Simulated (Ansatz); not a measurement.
Crystal: Si2W.

```
W Si
1.0
    -1.60690    1.60690    3.91495
     1.60690   -1.60690    3.91495
     1.60690    1.60690   -3.91495
W Si
1 2
Direct
  0.00000 0.00000 0.00000
  0.66530 0.66530 0.00000
  0.33470 0.33470 0.00000
```

Program: Ansatz 0.2.0. Alike in all runs: potentials or basis Ansatz PAW; cell as given; cutoff (eV) 420.

**Question.** Order these runs on this cell by their pressure, lowest first.
A. level RPBE; spin off; k mesh 12 × 12 × 12; smearing fermi-dirac 0.05 eV; points for each segment of the path 14; mesh quality not flagged
B. level LDA; spin off; k mesh 7 × 7 × 7; smearing fermi-dirac 0.05 eV; mesh quality coarse
C. level PBE; spin off; k mesh 12 × 12 × 12; smearing gaussian 0.028 eV; mesh quality not flagged
D. level PBEsol; spin SOC, no magnetisation; k mesh 9 × 9 × 9; smearing fermi-dirac 0.05 eV; points for each segment of the path 14; mesh quality not flagged
E. level BLYP; spin off; k mesh 7 × 7 × 7; smearing fermi-dirac 0.05 eV; mesh quality coarse

**Answer.** B (-5.8 GPa), D (-2.0 GPa), C (3.3 GPa), A (6.1 GPa), E (12.2 GPa).

Caveats: some runs use coarse meshes; the PAW data sets come from PBE, with cores solved anew for the run's functional, which leaves a small shift of forces and pressure (some runs); the potentials were made for another functional, which shifts forces and pressure (some runs); the density of states is complete only up to the lowest level of the last band computed (some runs).

Not every run made on this cell is shown here.
